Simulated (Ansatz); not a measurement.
# Redistribution: C2H3I + C3H8S → C2H4S + C3H7I

Species: C2H3I (vinyl iodide) `C=CI`, singlet; C3H8S `CCCS`, singlet; C2H4S `C=CS`, singlet; C3H7I (1-iodopropane) `CCCI`, singlet. The partners trade I for SH; both sit on C, so the bond types are kept.

Shapes, held fixed at every level: PBE0-D4/def2-TZVP. Flexible molecules stand in one conformer, not always the lowest. Programs: Ansatz 0.2.0. Electronic energies: no zero-point or thermal term.

Estimate ΔE of this reaction.

The highest level, CCSD(T)/def2-TZVPP, gives ΔE = -12.7 kJ/mol; the levels span -16.7 to -12.2. The column of differences is taken from that level and isn't an error. No measured value is set beside it here. For atoms past krypton def2 sets carry core potentials with scalar relativity. Correlated rows may include outer-core shells of I, which these sets cover unevenly.

| level | kind | ΔE (kJ/mol) | less CCSD(T)/def2-TZVPP |
| --- | --- | --- | --- |
| HF/def2-TZVPP | Hartree–Fock | -13.4 | -0.7 |
| PBE-D4/def2-TZVPP | GGA | -16.7 | -4.0 |
| B3LYP-D4/def2-TZVPP | global hybrid | -15.9 | -3.2 |
| PBE0-D4/def2-TZVPP | global hybrid | -15.9 | -3.2 |
| wB97X-V/def2-TZVPP | range-separated hybrid | -12.9 | -0.2 |
| B2PLYP/def2-TZVPP | double hybrid | -14.8 | -2.1 |
| CCSD/def2-TZVPP | coupled cluster or CI | -12.2 | +0.5 |
| CCSD(T)/def2-TZVPP | coupled cluster or CI | -12.7 | 0.0 |
